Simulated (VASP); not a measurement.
A run of VASP 6.6.1:

Contents of INCAR:

```
SYSTEM = Au
PREC     = Accurate       ! precision mode
ENCUT    = 600            ! plane-wave cutoff, eV
EDIFF    = 1E-6           ! SCF threshold, eV
ISMEAR   = 1              ! smearing method
SIGMA    = 0.1            ! smearing width, eV
LREAL    = .FALSE.        ! projectors in reciprocal space
LASPH    = .TRUE.         ! aspherical terms in the spheres
NELM     = 80             ! most SCF steps
ALGO     = Normal         ! electronic algorithm
ISIF     = 3              ! what is computed and relaxed
LWAVE    = .FALSE.        ! write WAVECAR
LCHARG   = .FALSE.        ! write CHGCAR
IBRION   = 2              ! ionic algorithm
NSW      = 90             ! ionic steps
EDIFFG   = -0.01          ! ionic threshold
```

File KPOINTS:

```
regular mesh
0
G
  16 16 16
  0 0 0
```

POSCAR

```
Au
1.0
    0.0000000000      2.0350000000      2.0350000000
    2.0350000000      0.0000000000      2.0350000000
    2.0350000000      2.0350000000      0.0000000000
Au
1
Direct
    0.0000000000      0.0000000000      0.0000000000
```

Potentials or basis: VASP PAW LDA potentials, release 64 (Au).

Run with:

```bash
$ cat potpaw_LDA.64/Au/POTCAR > POTCAR
$ mpirun -np 1 vasp_std > vasp.out
```

Hardware: 1 thread of Intel(R) Xeon(R) 6975P-C (Granite Rapids) (shared host).

How long does it take, and how much memory?

Run time: 14 s on 1 thread of Intel(R) Xeon(R) 6975P-C (Granite Rapids), on a shared host, peak memory 0.15 GiB. Counts: scf iterations 25, k points 145, ion steps 3.
